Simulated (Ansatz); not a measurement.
HgTe (started from an entry of an open crystallographic database): an Ansatz output whose functional has been blanked. The geometry is the r2SCAN minimum.

```
Hg Te
1.0
     0.00000    3.28920    3.28920
     3.28920    0.00000    3.28920
     3.28920    3.28920    0.00000
Hg Te
1 1
Cartesian
  0.0000 0.0000 0.0000
  1.6446 1.6446 1.6446
```

```
scf.n_extra_bands = 4 over 18 filled bands (N_el = 36.0): the run solves 22 bands
Pseudopotential: Hg, paw, valence charge 20, recommended cutoff 500 eV
Pseudopotential: Te, paw, valence charge 16, recommended cutoff 500 eV
Crystal: 2 atoms, lattice volume = 71.170 Å³
Basis set: ecut = 500 eV, 1807 PW (Γ)
Symmetry: 24 space group operations
Space group: F-43m (ITA 216)
k-points: 16 of 216 (time reversal used)
SCF converged after 6 iterations
Free energy (F): -20823.034030 eV
Internal energy: -20823.033677 eV  (E = F + TS)
E sigma→0 (E₀):  -20823.033854 eV
Entropy (-TS):   -0.000354 eV (-0.177 meV/atom)
Fermi energy:    7.683392 eV
--- Per-component energies (eV) ---
  E_band       = -829.284963
  E_kinetic    = 782.678067
  E_local      = -4921.043218
  E_nonlocal   = -235.941985
  E_hartree    = 2385.069744
  E_xc         = -322.424246
  E_vxc        = -400.457617
  E_paw        = -14657.997061
  E_vpaw       = -851.673604
  E_vtau       = 27.016558
  E_ewald      = -3853.511254
  E_core_change = 0.135928
  E_smearing   = -0.000354
--- Stress (GPa, compression-positive) ---
       -0.040648       0.000000       0.000000
        0.000000      -0.040648       0.000000
        0.000000       0.000000      -0.040648
  P = ⅓ Tr σ = -0.0406 GPa (-0.406 kbar)
--- Band table (eV; the first three rows and the last of 16) ---
  k-point 0: bands = […, 0.3124, 0.8142, 0.8142, 7.1328, 7.6695, 7.6695, 7.6695, 12.3529, 12.3529, 12.3529]
  k-point 1: bands = […, 0.3774, 0.8121, 0.8121, 5.4174, 7.4055, 7.4055, 8.6380, 12.3161, 12.7096, 12.7096]
  k-point 2: bands = […, 0.6739, 0.8204, 0.8204, 3.4795, 6.9551, 6.9551, 8.7130, 13.0935, 13.0935, 13.7669]
  k-point 15: bands = […, 0.7073, 0.8319, 1.3514, 2.3494, 5.2846, 5.3294, 10.5755, 11.6986, 14.5249, 14.7003]
```

Levels at the listed points, from bands.tsv (eV from the Fermi energy, bands near the gap, counted from 0):
```tsv
# k_distance	band_13	band_14	band_15	band_16	band_17	band_18	band_19	band_20	band_21
# fermi_ev = 7.683392
# [0, 0, 0] at k_distance = 0.000000
# [-0.5, -0.5, 0] at k_distance = 0.955124
# [-0.375, -0.375, 0.25] at k_distance = 1.292812
# [-0.375, 0, 0.375] at k_distance = 1.877704
# [0, 0, 0.5] at k_distance = 2.462596
# [-0.5, -0.25, 0.25] at k_distance = 3.137971
# levels_relative_to = fermi_ev
0.000	-6.869	-6.869	-0.551	-0.014	-0.014	-0.014	4.670	4.670	4.670
0.955	-6.812	-6.438	-5.290	-2.137	-2.137	2.094	2.864	8.465	9.227
1.293	-6.844	-6.363	-5.301	-2.741	-1.773	2.465	4.297	7.392	7.577
1.878	-6.844	-6.363	-5.301	-2.741	-1.773	2.465	4.297	7.392	7.577
2.463	-6.850	-6.578	-5.293	-0.928	-0.928	0.939	5.439	5.439	7.108
3.138	-6.896	-6.298	-5.350	-2.480	-2.418	3.227	4.903	5.724	6.562
```
In order the rows are Γ, X, U, K, L, W.

Question: Which functional gave these numbers?
A. r2SCAN
B. LDA
C. PBE0
D. PBE

Answer: A. r2SCAN. The term E_vtau belongs to a meta-GGA, which reads the kinetic-energy density. There is no exchange loop, so no exact exchange. The stress vanishes on a cell relaxed with r2SCAN. r2SCAN gives a gap of zero: filled and empty bands touch at Γ. The log narrows the family; the member has to be judged from the numbers.

Command: `ansatz run input.yaml --threads 2 --pin off --max-ram 2211MiB --backend cpu --events-out ev --progress --plain --runs-dir out`.

No spin polarisation and no zero-point or thermal motion.

No spin-orbit coupling is included; it can move band edges with weight on the heavy atoms by tenths of an eV.
